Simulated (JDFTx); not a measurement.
# Tc (Fm-3m) in JDFTx: equation of state

How stiff is Tc in PBE, and what volume does it want? The cell is scaled to several volumes.

Everything below comes from runs of JDFTx 1.7.0 (patched build). Logs are shortened: lines on timing, memory, paths and dates and some standing lists are left out, and cuts for length are marked. The log counts tension as positive stress, the text compression.

## (1) Starting point

Symmetry: Fm-3m, No. 225, cubic system. The conventional cell has a = 3.900 Å, b = 3.900 Å, c = 3.900 Å, α = 90.00°, β = 90.00°, γ = 90.00°. Tc (site symmetry m-3m) is surrounded by 12 Tc at 2.76 Å.

This isn't the form of Tc at room conditions, which is hcp.

## (2) Equation of state, PBE, 13.94 Å³/atom (volume scaled by 0.94)

Tc.in reads:

```
lattice \
    0.0000000000     3.6097414489     3.6097414489 \
    3.6097414489     0.0000000000     3.6097414489 \
    3.6097414489     3.6097414489     0.0000000000
coords-type Lattice
ion Tc     0.0000000000     0.0000000000     0.0000000000 1

ion-species pseudo/Tc.upf
elec-cutoff 42
elec-ex-corr gga-PBE
kpoint-folding 12 12 12
elec-smearing Fermi 0.0018374661
elec-n-bands 13
electronic-SCF nIterations 100 energyDiffThreshold 1e-08
electronic-minimize nIterations 30 energyDiffThreshold 1e-7
forces-output-coords Cartesian

dump-name run.$VAR
dump End Ecomponents EigStats BandEigs Kpoints Forces Stress
```

Potentials or basis: PseudoDojo-SR-PBE-0.5-standard.

On the command line:

```
$ jdftx -c 1 -i Tc.in -o Tc.out
```

Output:

```text
*************** JDFTx 1.7.0 (patched build) ***************

[... 9 lines left out ...]
---------- Initializing the Grid ----------
R =
[            0      3.60974      3.60974  ]
[      3.60974            0      3.60974  ]
[      3.60974      3.60974            0  ]
unit cell volume = 94.0715
G =
[   -0.87031    0.87031    0.87031  ]
[    0.87031   -0.87031    0.87031  ]
[    0.87031    0.87031   -0.87031  ]
Minimum fftbox size, Smin = [  32  32  32  ]
Chosen fftbox size, S = [  32  32  32  ]

---------- Exchange Correlation functional ----------
Initalized PBE GGA exchange.
Initalized PBE GGA correlation.

---------- Setting up pseudopotentials ----------
Width of ionic core gaussian charges (only for fluid interactions / plotting) set to 0

Reading pseudopotential file 'pseudo/Tc.upf':
  'Tc' pseudopotential, 'PBE' functional
  Generated using ONCVPSP code by D. R. Hamann
  15 valence electrons, 4 orbitals, 6 projectors, 1001 radial grid points, with lMax = 2
    4S    l: 0   occupation:  2.0   eigenvalue: -2.696647
    4P    l: 1   occupation:  6.0   eigenvalue: -1.666320
    4D    l: 2   occupation:  5.0   eigenvalue: -0.244828
    5S    l: 0   occupation:  2.0   eigenvalue: -0.185336
  Core radius for overlap checks: 1.32 bohrs.

Initialized 1 species with 1 total atoms.

Folded 1 k-points by 12x12x12 to 1728 k-points.

---------- Setting up k-points, bands, fillings ----------
Reduced to 72 k-points under symmetry.
Computing the number of bands and number of electrons
Calculating initial fillings.
nElectrons:  15.000000   nBands: 13   nStates: 72

----- Setting up reduced wavefunction bases (one per k-point) -----
average nbasis = 1222.983 , ideal nbasis = 1222.999

---------- Setting up ewald sum ----------
Optimum gaussian width for ewald sums = 1.840256 bohr.
Real space sum over 2197 unit cells with max indices [  6  6  6  ]
Reciprocal space sum over 2197 terms with max indices [  6  6  6  ]

---------- Allocating electronic variables ----------
Initializing wave functions:  linear combination of atomic orbitals
Note: number of bands (13) exceeds available atomic orbitals (10)
Tc pseudo-atom occupations:   s ( 2 0 )  p ( 6 )  d ( 7 )
	FillingsUpdate:  mu: +0.820481406  nElectrons: 15.000000
LCAOMinimize: Iter:   0  F: -81.0264318636704388  |grad|_K:  4.385e-03  alpha:  1.000e+00
	FillingsUpdate:  mu: +0.883449271  nElectrons: 15.000000
LCAOMinimize: Iter:   1  F: -81.1064367594061508  |grad|_K:  3.761e-05  alpha:  6.431e-01  linmin: -1.784e-01  cgtest:  4.976e-01
LCAOMinimize: Encountered beta<0, resetting CG.
	FillingsUpdate:  mu: +0.883792390  nElectrons: 15.000000
LCAOMinimize: Iter:   2  F: -81.1064441414052055  |grad|_K:  8.061e-06  alpha:  8.579e-01  linmin: -2.502e-04  cgtest:  9.173e-03
	FillingsUpdate:  mu: +0.883693182  nElectrons: 15.000000
LCAOMinimize: Iter:   3  F: -81.1064444240010545  |grad|_K:  2.848e-07  alpha:  7.155e-01  linmin: -1.385e-02  cgtest:  1.629e-02
	FillingsUpdate:  mu: +0.883694111  nElectrons: 15.000000
LCAOMinimize: Iter:   4  F: -81.1064444244781697  |grad|_K:  2.258e-08  alpha:  9.685e-01  linmin:  1.470e-02  cgtest: -9.263e-02
LCAOMinimize: Converged (|Delta F|<1.000000e-06 for 2 iters).

-------- Electronic minimization -----------
Will mix electronic density at each iteration.
	FillingsUpdate:  mu: +0.883694111  nElectrons: 15.000000
	FillingsUpdate:  mu: +0.877368050  nElectrons: 15.000000
SCF: Cycle:  0   F: -81.132833275301380   dF: -2.639e-02   |Residual|: 5.374e-02   |deigs|: 5.304e-01
	FillingsUpdate:  mu: +0.868254875  nElectrons: 15.000000
SCF: Cycle:  1   F: -81.135462345265665   dF: -2.629e-03   |Residual|: 1.203e-02   |deigs|: 1.249e-02
	FillingsUpdate:  mu: +0.866106436  nElectrons: 15.000000
SCF: Cycle:  2   F: -81.135557766907212   dF: -9.542e-05   |Residual|: 3.955e-03   |deigs|: 2.722e-03
	FillingsUpdate:  mu: +0.866303488  nElectrons: 15.000000
SCF: Cycle:  3   F: -81.135558251358361   dF: -4.845e-07   |Residual|: 9.350e-04   |deigs|: 3.807e-04
	FillingsUpdate:  mu: +0.866181034  nElectrons: 15.000000
SCF: Cycle:  4   F: -81.135558884331175   dF: -6.330e-07   |Residual|: 3.133e-04   |deigs|: 1.749e-04
	FillingsUpdate:  mu: +0.866134860  nElectrons: 15.000000
SCF: Cycle:  5   F: -81.135558958818919   dF: -7.449e-08   |Residual|: 6.122e-05   |deigs|: 7.396e-05
	FillingsUpdate:  mu: +0.866136468  nElectrons: 15.000000
SCF: Cycle:  6   F: -81.135558964448236   dF: -5.629e-09   |Residual|: 5.149e-05   |deigs|: 2.292e-05
	FillingsUpdate:  mu: +0.866142204  nElectrons: 15.000000
SCF: Cycle:  7   F: -81.135558966460820   dF: -2.013e-09   |Residual|: 1.079e-05   |deigs|: 2.131e-05
SCF: Converged (|Delta E|<1.000000e-08 for 2 iters).

Setting wave functions to eigenvectors of Hamiltonian

# Stress tensor in Cartesian coordinates [Eh/a0^3]:
[ -0.000451622            0            0  ]
[            0 -0.000451622            0  ]
[            0            0 -0.000451622  ]

# Ionic positions in lattice coordinates:
ion Tc   0.000000000000000   0.000000000000000   0.000000000000000 1

# Forces in Cartesian coordinates:
force Tc   0.000000000000000   0.000000000000000  -0.000000000000000 1

# Energy components:
   Eewald =      -71.4451423515365036
       EH =       10.8716545258342610
     Eloc =      -48.1008835694327175
      Enl =       10.3107876545433559
      Exc =      -13.6146554752983828
 Exc_core =        3.7079247081547511
       KE =       27.1351106726899225
-------------------------------------
     Etot =      -81.1352038350453029
       TS =        0.0003551314155153
-------------------------------------
        F =      -81.1355589664608203

IonicMinimize: Iter:   0  F: -81.135558966460820  |grad|_K:  0.000e+00
IonicMinimize: Converged (|grad|_K<1.000000e-04).

#--- Lowdin population analysis ---
# oxidation-state Tc +0.120

Dumping 'run.eigStats' ...
	eMin: -1.599920 at state 0 ( [ +0.000000 +0.000000 +0.000000 ] spin 0 )
	HOMO: +0.864855 at state 30 ( [ +0.000000 +0.250000 +0.500000 ] spin 0 )
	mu  : +0.866142
	LUMO: +0.866412 at state 59 ( [ +0.083333 +0.333333 -0.250000 ] spin 0 )
	eMax: +1.746720 at state 3 ( [ +0.000000 +0.000000 +0.250000 ] spin 0 )
	HOMO-LUMO gap: +0.001557
	Optical gap  : +0.011550 at state 54 ( [ +0.083333 +0.250000 -0.166667 ] spin 0 )
Done!
```

It took 22 s on 1 thread of Arm Neoverse V2, shared host; peak memory 0.08 GiB.

What came out:

```
Free energy            : -2207.8110 eV
Pressure               : 13.3 GPa
Band gap on the k mesh : none (metal or under the smearing width)
```

## (3) Equation of state, PBE, 14.24 Å³/atom (volume scaled by 0.96)

Tc.in reads:

```
lattice \
    0.0000000000     3.6351630009     3.6351630009 \
    3.6351630009     0.0000000000     3.6351630009 \
    3.6351630009     3.6351630009     0.0000000000
coords-type Lattice
ion Tc     0.0000000000     0.0000000000     0.0000000000 1

ion-species pseudo/Tc.upf
elec-cutoff 42
elec-ex-corr gga-PBE
kpoint-folding 12 12 12
elec-smearing Fermi 0.0018374661
elec-n-bands 13
electronic-SCF nIterations 100 energyDiffThreshold 1e-08
electronic-minimize nIterations 30 energyDiffThreshold 1e-7
forces-output-coords Cartesian

dump-name run.$VAR
dump End Ecomponents EigStats BandEigs Kpoints Forces Stress ElecDensity Dtot KEdensity
```

Potentials or basis: PseudoDojo-SR-PBE-0.5-standard.

On the command line:

```
$ jdftx -c 1 -i Tc.in -o Tc.out
```

Wall time 23 s (1 thread of Arm Neoverse V2, shared host); peak memory 0.08 GiB.

Results (log left out):

| Quantity | Value |
| --- | --- |
| Free energy | -2207.8290 eV |
| Pressure | 6.2 GPa |
| Band gap on the k mesh | none (metal or under the smearing width) |

## (4) Equation of state, PBE, 14.53 Å³/atom (volume scaled by 0.98)

Tc.in, as its differences from that of step 3:

```diff
@@ -1,5 +1,5 @@
 lattice \
-    0.0000000000     3.6351630009     3.6351630009 \
-    3.6351630009     0.0000000000     3.6351630009 \
-    3.6351630009     3.6351630009     0.0000000000
+    0.0000000000     3.6602338827     3.6602338827 \
+    3.6602338827     0.0000000000     3.6602338827 \
+    3.6602338827     3.6602338827     0.0000000000
 coords-type Lattice
```

Potentials or basis: PseudoDojo-SR-PBE-0.5-standard.

On the command line:

```
$ jdftx -c 1 -i Tc.in -o Tc.out
```

Output:

```text
*************** JDFTx 1.7.0 (patched build) ***************

[... 9 lines left out ...]
---------- Initializing the Grid ----------
R =
[            0      3.66023      3.66023  ]
[      3.66023            0      3.66023  ]
[      3.66023      3.66023            0  ]
unit cell volume = 98.0746
G =
[  -0.858304   0.858304   0.858304  ]
[   0.858304  -0.858304   0.858304  ]
[   0.858304   0.858304  -0.858304  ]
Minimum fftbox size, Smin = [  32  32  32  ]
Chosen fftbox size, S = [  32  32  32  ]

---------- Exchange Correlation functional ----------
Initalized PBE GGA exchange.
Initalized PBE GGA correlation.

---------- Setting up pseudopotentials ----------
Width of ionic core gaussian charges (only for fluid interactions / plotting) set to 0

Reading pseudopotential file 'pseudo/Tc.upf':
  'Tc' pseudopotential, 'PBE' functional
  Generated using ONCVPSP code by D. R. Hamann
  15 valence electrons, 4 orbitals, 6 projectors, 1001 radial grid points, with lMax = 2
    4S    l: 0   occupation:  2.0   eigenvalue: -2.696647
    4P    l: 1   occupation:  6.0   eigenvalue: -1.666320
    4D    l: 2   occupation:  5.0   eigenvalue: -0.244828
    5S    l: 0   occupation:  2.0   eigenvalue: -0.185336
  Core radius for overlap checks: 1.32 bohrs.

Initialized 1 species with 1 total atoms.

Folded 1 k-points by 12x12x12 to 1728 k-points.

---------- Setting up k-points, bands, fillings ----------
Reduced to 72 k-points under symmetry.
Computing the number of bands and number of electrons
Calculating initial fillings.
nElectrons:  15.000000   nBands: 13   nStates: 72

----- Setting up reduced wavefunction bases (one per k-point) -----
average nbasis = 1274.998 , ideal nbasis = 1275.042

---------- Setting up ewald sum ----------
Optimum gaussian width for ewald sums = 1.865998 bohr.
Real space sum over 2197 unit cells with max indices [  6  6  6  ]
Reciprocal space sum over 2197 terms with max indices [  6  6  6  ]

---------- Allocating electronic variables ----------
Initializing wave functions:  linear combination of atomic orbitals
Note: number of bands (13) exceeds available atomic orbitals (10)
Tc pseudo-atom occupations:   s ( 2 0 )  p ( 6 )  d ( 7 )
	FillingsUpdate:  mu: +0.771407747  nElectrons: 15.000000
LCAOMinimize: Iter:   0  F: -81.0166952488901160  |grad|_K:  4.733e-03  alpha:  1.000e+00
	FillingsUpdate:  mu: +0.842725458  nElectrons: 15.000000
LCAOMinimize: Iter:   1  F: -81.1091712575710488  |grad|_K:  3.643e-05  alpha:  6.317e-01  linmin:  8.910e-02  cgtest: -3.091e-01
	FillingsUpdate:  mu: +0.842736748  nElectrons: 15.000000
LCAOMinimize: Iter:   2  F: -81.1091782583422400  |grad|_K:  1.304e-05  alpha:  9.605e-01  linmin:  1.870e-04  cgtest:  3.334e-01
	FillingsUpdate:  mu: +0.842549713  nElectrons: 15.000000
LCAOMinimize: Iter:   3  F: -81.1091789080044236  |grad|_K:  3.293e-07  alpha:  6.285e-01  linmin:  7.432e-05  cgtest:  9.310e-04
	FillingsUpdate:  mu: +0.842549954  nElectrons: 15.000000
LCAOMinimize: Iter:   4  F: -81.1091789086381993  |grad|_K:  9.860e-09  alpha:  9.606e-01  linmin:  4.054e-02  cgtest: -1.786e-01
LCAOMinimize: Converged (|Delta F|<1.000000e-06 for 2 iters).

-------- Electronic minimization -----------
Will mix electronic density at each iteration.
	FillingsUpdate:  mu: +0.842549954  nElectrons: 15.000000
	FillingsUpdate:  mu: +0.835618668  nElectrons: 15.000000
SCF: Cycle:  0   F: -81.133543897849890   dF: -2.436e-02   |Residual|: 5.458e-02   |deigs|: 3.224e-01
	FillingsUpdate:  mu: +0.826149789  nElectrons: 15.000000
SCF: Cycle:  1   F: -81.136330127599393   dF: -2.786e-03   |Residual|: 1.225e-02   |deigs|: 1.277e-02
	FillingsUpdate:  mu: +0.824113136  nElectrons: 15.000000
SCF: Cycle:  2   F: -81.136418411633414   dF: -8.828e-05   |Residual|: 4.386e-03   |deigs|: 2.566e-03
	FillingsUpdate:  mu: +0.824308092  nElectrons: 15.000000
SCF: Cycle:  3   F: -81.136419047299000   dF: -6.357e-07   |Residual|: 9.443e-04   |deigs|: 3.978e-04
	FillingsUpdate:  mu: +0.824162073  nElectrons: 15.000000
SCF: Cycle:  4   F: -81.136419776038650   dF: -7.287e-07   |Residual|: 2.689e-04   |deigs|: 2.055e-04
	FillingsUpdate:  mu: +0.824126798  nElectrons: 15.000000
SCF: Cycle:  5   F: -81.136419818050939   dF: -4.201e-08   |Residual|: 1.060e-04   |deigs|: 6.363e-05
	FillingsUpdate:  mu: +0.824133651  nElectrons: 15.000000
SCF: Cycle:  6   F: -81.136419826756466   dF: -8.706e-09   |Residual|: 5.538e-05   |deigs|: 2.962e-05
	FillingsUpdate:  mu: +0.824143457  nElectrons: 15.000000
SCF: Cycle:  7   F: -81.136419829314704   dF: -2.558e-09   |Residual|: 1.646e-05   |deigs|: 3.407e-05
SCF: Converged (|Delta E|<1.000000e-08 for 2 iters).

Setting wave functions to eigenvectors of Hamiltonian

# Stress tensor in Cartesian coordinates [Eh/a0^3]:
[  7.73105e-06            0            0  ]
[            0  7.73105e-06            0  ]
[            0            0  7.73105e-06  ]

# Ionic positions in lattice coordinates:
ion Tc   0.000000000000000   0.000000000000000   0.000000000000000 1

# Forces in Cartesian coordinates:
force Tc   0.000000000000000   0.000000000000000   0.000000000000000 1

# Energy components:
   Eewald =      -70.4595662282271888
       EH =       11.2619622617888737
     Eloc =      -49.4188160267684182
      Enl =       10.3010739929344020
      Exc =      -13.5867676106285629
 Exc_core =        3.7079247483377928
       KE =       27.0581317027217523
-------------------------------------
     Etot =      -81.1360571598413571
       TS =        0.0003626694733414
-------------------------------------
        F =      -81.1364198293147041

IonicMinimize: Iter:   0  F: -81.136419829314704  |grad|_K:  0.000e+00
IonicMinimize: Converged (|grad|_K<1.000000e-04).

#--- Lowdin population analysis ---
# oxidation-state Tc +0.125

Dumping 'run.eigStats' ...
	eMin: -1.640431 at state 0 ( [ +0.000000 +0.000000 +0.000000 ] spin 0 )
	HOMO: +0.823408 at state 30 ( [ +0.000000 +0.250000 +0.500000 ] spin 0 )
	mu  : +0.824143
	LUMO: +0.824595 at state 13 ( [ +0.000000 +0.083333 -0.416667 ] spin 0 )
	eMax: +1.686610 at state 3 ( [ +0.000000 +0.000000 +0.250000 ] spin 0 )
	HOMO-LUMO gap: +0.001187
	Optical gap  : +0.011076 at state 54 ( [ +0.083333 +0.250000 -0.166667 ] spin 0 )
Done!
```

Wall time 23 s (1 thread of Arm Neoverse V2, shared host); peak memory 0.08 GiB.

What came out:

| Property | Result |
| --- | --- |
| Free energy | -2207.8345 eV |
| Pressure | -0.2 GPa |
| Band gap on the k mesh | none (metal or under the smearing width) |

## (5) Equation of state, PBE, 14.83 Å³/atom

Tc.in, as its differences from that of step 4:

```diff
@@ -1,5 +1,5 @@
 lattice \
-    0.0000000000     3.6602338827     3.6602338827 \
-    3.6602338827     0.0000000000     3.6602338827 \
-    3.6602338827     3.6602338827     0.0000000000
+    0.0000000000     3.6849659430     3.6849659430 \
+    3.6849659430     0.0000000000     3.6849659430 \
+    3.6849659430     3.6849659430     0.0000000000
 coords-type Lattice
```

On the command line:

```
$ jdftx -c 1 -i Tc.in -o Tc.out
```

It took 25 s on 1 thread of Arm Neoverse V2, shared host; peak memory 0.08 GiB.

It converged, with:

```
Free energy            : -2207.8287 eV
Pressure               : -5.9 GPa
Band gap on the k mesh : none (metal or under the smearing width)
```

## (6) Equation of state, PBE, 15.13 Å³/atom (volume scaled by 1.02)

Tc.in, as its differences from that of step 5:

```diff
@@ -1,5 +1,5 @@
 lattice \
-    0.0000000000     3.6849659430     3.6849659430 \
-    3.6849659430     0.0000000000     3.6849659430 \
-    3.6849659430     3.6849659430     0.0000000000
+    0.0000000000     3.7093704021     3.7093704021 \
+    3.7093704021     0.0000000000     3.7093704021 \
+    3.7093704021     3.7093704021     0.0000000000
 coords-type Lattice
```

Potentials or basis: PseudoDojo-SR-PBE-0.5-standard.

On the command line:

```
$ jdftx -c 1 -i Tc.in -o Tc.out
```

It took 24 s on 1 thread of Arm Neoverse V2, shared host; peak memory 0.08 GiB.

Results (log left out):

```
Free energy            : -2207.8130 eV
Pressure               : -11.0 GPa
Band gap on the k mesh : none (metal or under the smearing width)
```

## (7) Equation of state, PBE, 15.42 Å³/atom (volume scaled by 1.04)

Tc.in, as its differences from that of step 6:

```diff
@@ -1,5 +1,5 @@
 lattice \
-    0.0000000000     3.7093704021     3.7093704021 \
-    3.7093704021     0.0000000000     3.7093704021 \
-    3.7093704021     3.7093704021     0.0000000000
+    0.0000000000     3.7334578978     3.7334578978 \
+    3.7334578978     0.0000000000     3.7334578978 \
+    3.7334578978     3.7334578978     0.0000000000
 coords-type Lattice
```

On the command line:

```
$ jdftx -c 1 -i Tc.in -o Tc.out
```

Wall time 24 s (1 thread of Arm Neoverse V2, shared host); peak memory 0.08 GiB.

The run converged. Its results:

* Free energy: -2207.7883 eV
* Pressure: -15.6 GPa
* Band gap on the k mesh: none (metal or under the smearing width)

## (8) Equation of state, PBE, 15.72 Å³/atom (volume scaled by 1.06)

Tc.in, as its differences from that of step 7:

```diff
@@ -1,5 +1,5 @@
 lattice \
-    0.0000000000     3.7334578978     3.7334578978 \
-    3.7334578978     0.0000000000     3.7334578978 \
-    3.7334578978     3.7334578978     0.0000000000
+    0.0000000000     3.7572385256     3.7572385256 \
+    3.7572385256     0.0000000000     3.7572385256 \
+    3.7572385256     3.7572385256     0.0000000000
 coords-type Lattice
```

On the command line:

```
$ jdftx -c 1 -i Tc.in -o Tc.out
```

Wall time 24 s (1 thread of Arm Neoverse V2, shared host); peak memory 0.08 GiB.

It converged, with:

| Item | Value |
| --- | --- |
| Free energy | -2207.7556 eV |
| Pressure | -19.7 GPa |
| Band gap on the k mesh | none (metal or under the smearing width) |

## (9) Equation of state, PBE

Potentials or basis: PseudoDojo-SR-PBE-0.5-standard.

This step only gathers the single runs of the series.

What came out:

```yaml
Equilibrium_volume: 14.52 Å³/atom
Bulk_modulus: 297 GPa
Pressure_derivative_of_the_bulk_modulus: 4.5
```

Energy against volume, from the lowest point:
```
volume (Å³/atom)  energy (meV/atom)
          13.940              23.43
          14.237               5.45
          14.533               0.00
          14.830               5.75
          15.126              21.49
          15.423              46.17
          15.720              78.82
```
